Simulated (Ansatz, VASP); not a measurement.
**Two plane-wave programs on C4N**

```
CELL_PARAMETERS angstrom
3.96888 0.00000 0.00000
0.00000 3.96888 0.00000
0.00000 0.00000 3.96888
ATOMIC_POSITIONS crystal
C 0.00000 0.00000 0.00000
C 0.50000 0.50000 0.00000
C 0.50000 0.00000 0.50000
C 0.00000 0.50000 0.50000
N 0.50000 0.50000 0.50000
```

Change from the starting cell: species swapped into the Ni4N type (Pm-3m, No. 221).

Alike in both runs: task relaxation of cell and atoms; functional PBE; k mesh 4 × 4 × 4; occupations gaussian, width 0.1 eV; no spin polarisation.

|  | VASP | Ansatz |
| --- | --- | --- |
| version | VASP 6.6.1 | Ansatz 0.2.0 |
| potentials or method | VASP PAW PBE potentials, release 64 (C, N) | scalar-relativistic, plane waves, PAW |
| plane-wave cutoff (eV) | 600 | 420 |
| valence electrons in the cell | 21 | 21 |

VASP gave:

```
gap on the k mesh at the Fermi level, each at its own relaxed structure (eV) : none
relaxed volume (Å³/atom)                                                     : 7.39
relaxed cell length with the largest relative difference (Å)                 : 3.331
energy change over the relaxation (meV/atom)                                 : -711
```

**Question.** Which values does Ansatz return?

**Answer.** gap on the k mesh at the Fermi level, each at its own relaxed structure (eV): none; relaxed volume (Å³/atom): 7.39; relaxed cell length with the largest relative difference (Å): 3.331; energy change over the relaxation (meV/atom): -705.

A gap of «none» marks a metal or a gap that the smearing closes.

Caveats: the k mesh is coarse (spacing up to 0.40 Å⁻¹), so the values aren't converged; the volume moved by over 15 % at a fixed basis, so the end points are rough (VASP).
